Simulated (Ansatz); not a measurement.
# CdSe: a single-point run

The task is a single-point run on CdSe. The structure is shown as the input types it. The cell is built on a prototype (rocksalt) and needn't be the phase found in nature.

Program: Ansatz 0.2.0. Level of theory: density functional or hybrid calculation with the settings of its input, plane waves. These are calculated values, not measurements.

2 further runs of the same task are left out: 2 that didn't finish.

## 1. The structure to begin with

The structure is cubic, space group Fm-3m (No. 225). The conventional cell has a = 5.686 Å, b = 5.686 Å, c = 5.686 Å, α = 90.00°, β = 90.00°, γ = 90.00°. Around Cd (site symmetry m-3m) lie 6 Se at 2.84 Å. Se (site symmetry m-3m) has 6 Cd at 2.84 Å as nearest neighbours.

As a file:

```xyz
2
Lattice="0.0000 2.8429 2.8429 2.8429 0.0000 2.8429 2.8429 2.8429 0.0000" Properties=species:S:1:pos:R:3 pbc="T T T"
Cd    0.0000    0.0000    0.0000
Se    2.8429    2.8429    2.8429
```

## 2. The calculation

Input file input.yaml:

```yaml
crystal:
  lattice:
    - [0.0, 2.8429458735, 2.8429458735]
    - [2.8429458735, 0.0, 2.8429458735]
    - [2.8429458735, 2.8429458735, 0.0]
  atoms:
    - { symbol: Cd, position: [0.0, 0.0, 0.0] }
    - { symbol: Se, position: [0.5, 0.5, 0.5] }
kpoints:
  mp_grid: { grid: [6, 6, 6] }
hamiltonian:
  xc: pbe
scf:
  occupations: { method: cold, width: 4 }
  n_extra_bands: 4
output:
  forces: true
  stress: true
  eigenvalues: true
```

The run is started by

```sh
ansatz run input.yaml --threads 4 --pin off --max-ram 3686MiB --backend cpu --events-out ev --progress --plain --runs-dir out
```

Q: Will this input give a usable result? If not, why, and what should change?

The program finished normally. Convergence says nothing about whether the input makes sense.

The suspect setting: scf.occupations.width is 4. A smearing of this width stands for electrons at many thousands of kelvin; it empties bonding states and fills antibonding ones.

To check: set scf.occupations.width to 0.2.
